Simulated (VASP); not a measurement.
Input of a VASP 6.6.1 run:

Contents of INCAR:

```
SYSTEM = BaTiO3
  PREC = Accurate
  ENCUT = 600
  EDIFF = 1E-6
  ISMEAR = 0
  SIGMA = 0.03
  LREAL = .False.
  LASPH = .True.
  NELM = 80
  ALGO = Normal
  ISIF = 3
  LWAVE = .False.
  LCHARG = .False.
  IBRION = 2
  NSW = 90
  EDIFFG = -0.01
  KPAR = 2
```

KPOINTS

```
regular mesh
0
Gamma
  7 7 7
  0 0 0
```

POSCAR

```
BaTiO3
1.0
    2.8273666084      1.6323808724      2.3183934932
   -2.8273666084      1.6323808724      2.3183934932
    0.0000000000     -3.2647617449      2.3183934932
Ba Ti O
1 1 3
Direct
    0.0000000000      0.0000000000      0.0000000000
    0.4845000000      0.4845000000      0.4845000000
    0.5086000000      0.5086000000      0.0175000000
    0.0175000000      0.5086000000      0.5086000000
    0.5086000000      0.0175000000      0.5086000000
```

Potentials or basis: VASP PAW LDA potentials, release 64 (Ba_sv, Ti_sv, O).

Command:

```sh
$ cat potpaw_LDA.64/Ba_sv/POTCAR potpaw_LDA.64/Ti_sv/POTCAR potpaw_LDA.64/O/POTCAR > POTCAR
$ mpirun -np 2 vasp_std > vasp.out
```

Estimate the relaxed cell.

a = 3.961 Å, b = 3.961 Å, c = 3.961 Å, α = 89.94°, β = 89.94°, γ = 89.94°.

Estimate the relaxed volume.

12.42 Å³/atom.

Predict the band gap on the k mesh.

2.11 eV, indirect (least direct gap 2.30 eV).

Final structure:
```
Ba Ti O
1.0
     2.79905    1.61603    2.28899
    -2.79905    1.61603    2.28899
     0.00000   -3.23207    2.28899
Ba Ti O
1 1 3
Direct
  0.99965 0.99965 0.99965
  0.49059 0.49059 0.49059
  0.50809 0.50809 0.01277
  0.01277 0.50809 0.50809
  0.50809 0.01277 0.50809
```

Caveat: spin-orbit coupling is left out, which moves the levels of the heavy elements; an odd mesh through Γ misses points on the zone boundary, where band edges often lie. A hybrid or GW would open this gap; LDA tends to underestimate it.
